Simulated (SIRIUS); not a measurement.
Runs of SIRIUS 7.12.0 on InP. Symmetry: F-43m, No. 216, cubic system. The conventional cell has a = 5.861 Å, b = 5.861 Å, c = 5.861 Å, α = 90.00°, β = 90.00°, γ = 90.00°. In (site symmetry -43m) is surrounded by 4 P at 2.54 Å. P (site symmetry -43m) is surrounded by 4 In at 2.54 Å. 

| task | level | reference energy of the basis | start of the SCF | V0 of scaled cells (Å³/atom) | B0 (GPa) |
| --- | --- | --- | --- | --- | --- |
| equation of state | LDA | - | - | 24.72 | (a) |
| equation of state | WC | - | - | 25.39 | 67 |
| equation of state | PBE | - | - | 26.44 | 59 |
| equation of state | PBEsol | - | - | (b) | 67 |

Alike in all rows: potentials or basis all-electron FP-LAPW, apw+lo standard; no spin polarisation; cell as given; k mesh 8 × 8 × 8; cutoff (eV) 172; smearing fermi-dirac 0.05 eV.

Q: Estimate the missing entries.

A: (a) 72; (b) 25.37.

Not every run made on this cell is shown here.
